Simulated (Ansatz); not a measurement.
Debugging an equation of state with a fit of Rh, space group P6_3/mmc (Ansatz 0.2.0, Python API).

Script `rh.py`:
```python
"""Equation of state of Rh."""

import ansatz
import numpy as np
from scipy.optimize import curve_fit

VECTORS = np.array([
    [2.730979, 0.0, 0.0],
    [-1.36549, 2.365097, 0.0],
    [0.0, 0.0, 4.428489],
])
SITES = [
    ("Rh", [2 / 3, 1 / 3, 0.75]),
    ("Rh", [1 / 3, 2 / 3, 0.25]),
]


def on_lattice(cell):
    crystal = ansatz.Crystal(lattice=ansatz.Lattice.of(cell))
    for symbol, position in SITES:
        crystal = crystal.atom(symbol, position)
    return crystal

def vinet(v, e0, v0, b0, b1):
    eta = (v / v0) ** (1 / 3)
    return e0 + 2 * b0 * v0 / (b1 - 1) ** 2 * (2 - (5 + 3 * b1 * (eta - 1) - 3 * eta) * np.exp(-1.5 * (b1 - 1) * (eta - 1)))

# uniform scaling of the cell
volumes, energies, pressures = [], [], []
for scale in np.linspace(0.88, 1.12, 7):
    cell = VECTORS * scale ** (1 / 3)
    setup = on_lattice(cell).calculation()
    setup = setup.basis(510)
    setup = setup.functional("pbe")
    setup = setup.occupations("fermi_dirac", width=0.1)
    setup = setup.kpoints(10, 10, 5)
    setup = setup.stress()
    report = setup.run(threads=1, pin="off").report
    volumes.append(abs(np.linalg.det(cell)) / len(SITES))
    energies.append(report["etot"] / len(SITES))
    pressures.append(np.trace(report["stress_gpa"]) / 3)
    print(f"V = {volumes[-1]:8.4f} A^3/atom  F = {energies[-1]:.5f} eV/atom  P = {pressures[-1]:8.3f} GPa")

guess = (min(energies), volumes[int(np.argmin(energies))], 0.5, 4.5)
(e0, v0, b0, b1), _ = curve_fit(vinet, np.array(volumes), np.array(energies), p0=guess, maxfev=20000)
print(f"Vinet fit: V0 = {v0:.4f} A^3/atom, B0 = {160.21766 * b0:.1f} GPa, B1 = {b1:.2f}")
print("largest residual", round(1000 * float(np.abs(vinet(np.array(volumes), e0, v0, b0, b1) - energies).max()), 3), "meV/atom")
```

```console
$ python rh.py
Traceback (most recent call last):
  File "rh.py", line 40, in <module>
    energies.append(report["etot"] / len(SITES))
                    ~~~~~~^^^^^^^^
KeyError: 'etot'
$ echo $?
1
```

What is wrong, and how is it mended?

The fault: the report has no such key (the free energy stands under free_energy_ev). Mended:

```diff
--- before
+++ after
@@ -39,3 +39,3 @@
     volumes.append(abs(np.linalg.det(cell)) / len(SITES))
-    energies.append(report["etot"] / len(SITES))
+    energies.append(report["free_energy_ev"] / len(SITES))
     pressures.append(np.trace(report["stress_gpa"]) / 3)
```

With that change:

```console
$ python rh.py
V =  12.5856 A^3/atom  F = -6402.71051 eV/atom  P =   39.211 GPa
V =  13.1577 A^3/atom  F = -6402.81767 eV/atom  P =   21.546 GPa
V =  13.7298 A^3/atom  F = -6402.86900 eV/atom  P =    7.771 GPa
V =  14.3019 A^3/atom  F = -6402.87679 eV/atom  P =   -2.960 GPa
V =  14.8739 A^3/atom  F = -6402.85071 eV/atom  P =  -11.293 GPa
V =  15.4460 A^3/atom  F = -6402.79840 eV/atom  P =  -17.731 GPa
V =  16.0181 A^3/atom  F = -6402.72587 eV/atom  P =  -22.668 GPa
Vinet fit: V0 = 14.1293 A^3/atom, B0 = 251.7 GPa, B1 = 5.21
largest residual 0.019 meV/atom
```

Reading the output:
- Total energies depend on the potentials; only differences at equal settings carry meaning.
- Shape and fractional positions are held along the curve, so the bulk modulus is an upper value where they are free to relax, by a factor of two or more in layered or hydrogen-bonded cells.
- For a metal this k-point mesh is coarse: on a finer one energies can move by several to tens of meV an atom and pressures by half a GPa or more, differences at one mesh by less.
- Pressure is positive in compression.
- This isn't the structure that Rh takes at ambient conditions.
- Cost: roughly 9 core-seconds.

(Lines on the test bed's own set-up are left out of the output.)
